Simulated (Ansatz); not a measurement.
HfO2: pressure against volume per atom

All results are calculated (Ansatz 0.2.0). Density functional stress and forces at fixed atoms, pressure and stress positive in compression, spin-unpolarised plane waves.

Cell of the first row (space group P4_2/mnm, No. 136):
```
cell vectors (Å)
   4.6448     0.0000     0.0000
   0.0000     4.6448     0.0000
   0.0000     0.0000     3.0912
atoms (fractions of the cell vectors)
Hf  0.00000  0.00000  0.00000
Hf  0.50000  0.50000  0.50000
O   0.30309  0.30309  0.00000
O   0.19691  0.80309  0.50000
O   0.80309  0.19691  0.50000
O   0.69691  0.69691  0.00000
```

Settings of every row: periodic directions 3; functional r2SCAN; spin orbit yes; potentials PAW; wave cutoff 500 eV; k mesh 6x6x8; smearing width 0 eV.

Limits: the cell comes from a prototype or a list of computed structures and needn't be the stable phase.

```
row  volume per atom (Å³)  pressure (GPa)
  1                11.115               ?
  2                11.466           25.16
  3                11.824           15.53
  4                 12.19            7.09
  5                12.563           -0.29
  6                12.944           -6.71
  7                13.332          -12.27
```

Question: what pressure should row 1 give?

Worked fit of pressure. Take u = (V_r/V)^(2/3) − 1 with V_r = 12.377 Å³ an atom, which is twice the finite (Eulerian) strain; such expansions in the strain, on which the Birch-Murnaghan equation of state is built, carry the rest volume and the bulk modulus. The shown rows have u = 0.05229, 0.03094, 0.0102, -0.00989, -0.02942, -0.04834. Least squares give pressure = 3.244 + 366.47 × u + 973 × u² + 641 × u³ GPa; a parabola predicts inner rows, each left out in turn, worse (root mean square 0.026 against 0.0082 GPa). The rows lie off it by 0.00, 0.00, 0.01, 0.00, 0.00, 0.00. The pressure vanishes at u = -0.0091, or V = 12.55 Å³ an atom, and there the bulk modulus with atoms relaxed is B = −V dP/dV = (2/3)(1 + u) dP/du = 231 GPa. The withheld row has u = 0.07433, so the fit gives 3.244 + 366.47 × (0.07433) + 973 × (0.07433)² + 641 × (0.07433)³ = 36.12 GPa.

The calculation gave 36.11 GPa. The fit lies 0.01 GPa (0.021 % of the column's range) above it, one unit of the last digit. This row lies beyond the range of the fit.
